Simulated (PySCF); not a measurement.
1,3-cyclohexadiene, C6H8.
Cartesian coordinates in Å at the PBE0-D3(BJ)/def2-TZVP level; atoms count from 1:
```
atom  x, y, z in Å
C1     0.8328    0.9507   -0.9042
C2    -0.3625    1.3159   -0.4336
C3    -1.0503    0.4793    0.6027
C4    -0.7180   -0.9975    0.4353
C5     0.7488   -1.2038    0.2052
C6     1.4633   -0.2791   -0.4416
H7     1.3602    1.5739   -1.6182
H8    -0.8186    2.2491   -0.7466
H9    -0.7164    0.8192    1.5952
H10   -2.1319    0.6308    0.5757
H11   -1.2632   -1.4049   -0.4300
H12   -1.0616   -1.5627    1.3050
H13    1.2040   -2.1400    0.5110
H14    2.5144   -0.4416   -0.6540
```

Linear response at PBE0/aug-cc-pVTZ (PySCF, frozen core in the response, non-relativistic). The structure is a single PBE0-D3(BJ)/def2-TZVP conformer in the gas phase; no vibrational or solvent corrections.

Static isotropic polarisability: 70.41 au (10.43 Å³), principal values 53.2, 78.4, 79.6 au.

Question: What is the polarisability at 1064 nm and at the sodium D line?

Answer: 71.26 au at 1064 nm (+1.2 %), 73.41 au at 589.3 nm (+4.3 %). The rise at 589.3 nm is 3.52 times that at 1064 nm; a pure ω² law gives 3.26. The lowest singlet lies at 265 nm, shorter than both wavelengths.

Question: What is the isotropic C6 coefficient between two such molecules, C6 = (3/π)∫α(iω)² dω?

Answer: 1925 au (Eh·bohr⁶) by a ten-point quadrature over imaginary frequencies, which is 1150 eV·Å⁶ or 111 J·nm⁶/mol.

Question: Which effective excitation energy ω̄ makes London's formula C6 = (3/4)α²ω̄ exact here?

Answer: ω̄ = 4·C6/(3α²) = 0.518 Eh = 14.1 eV. A one-pole form α(ω) = α/(1 − ω²/ω̄²) fitted to the 1064 nm value gives 10.7 eV.

Question: What three-body coefficient follows from the one-pole estimate C9 = (3/4)·α·C6?

Answer: 102000 au. This is an estimate from the two numbers above, not a computed integral.

Question: The lowest 10 singlets have (eV, f): 4.69, 0.114; 5.14, 0.004; 5.68, 0.020; 5.70, 0.003; 5.81, 0.030; 6.22, 0.005; 6.31, 0.009; 6.37, 0.003; 6.59, 0.002; 6.71, 0.001. What share of the static polarisability do they carry in the sum over states α = Σ f/ω²?

Answer: 5.49 au, 7.8 % of α; the largest term, 3.83 au, is that of the state at 4.69 eV. Their oscillator strengths add up to 0.19. Higher states carry the rest.

Question: How anisotropic is the static polarisability, by Δα² = ½[(α1 − α2)² + (α2 − α3)² + (α3 − α1)²]?

Answer: Δα = 25.9 au, or 0.37 of the isotropic value.
